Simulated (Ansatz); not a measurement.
**How far PBE and r2SCAN part for Li3N, isotropic strain −0.74 %**

Consider Li3N (space group P6/mmm, No. 191; a = 3.6344 Å, c = 3.8645 Å).

(Cell as relaxed with PBE.)

Levels (all Ansatz, a first-principles code, PAW): PBE (420 eV, without spin-orbit coupling); r2SCAN (500 eV, no spin-orbit coupling).

Each level relaxes its own structure.

| base | PBE | r2SCAN |
|---|---|---|
| volume per atom | 11.05 Å³ | 10.88 Å³ |
| lattice parameter a | 3.634 Å | 3.610 Å |
| band gap | 1.06 eV | 1.48 eV |

Now apply this change: the cell is scaled by 0.9926 in all directions, atoms relaxed at fixed cell.

```tsv
quantity	PBE	r2SCAN
pressure (mean of the normal stresses, compression positive)	1.24 GPa	…
electron mass	0.32 mₑ (at Γ)	…
band gap	1.12 eV	…
shift of the gap caused by the change	+0.06 eV	…
```

Problem. Given the PBE results, estimate those of r2SCAN.

Solution. 
- pressure (mean of the normal stresses, compression positive), r2SCAN: 1.31 GPa
- electron mass, r2SCAN: 0.32 mₑ along c, 0.36 mₑ across (at Γ)
- band gap, r2SCAN: 1.55 eV
- shift of the gap caused by the change, r2SCAN: +0.06 eV

PBE's pressure lies 0.07 GPa below r2SCAN's; PBE's band gap lies 0.425 eV below r2SCAN's; the two agree on the shift of the gap caused by the change. Neither level is exact; r2SCAN is the comparison here, not a measurement.

Masses are band curvatures over ±0.01 Å⁻¹ around the edge. Whether these cells are dynamically stable was not tested.
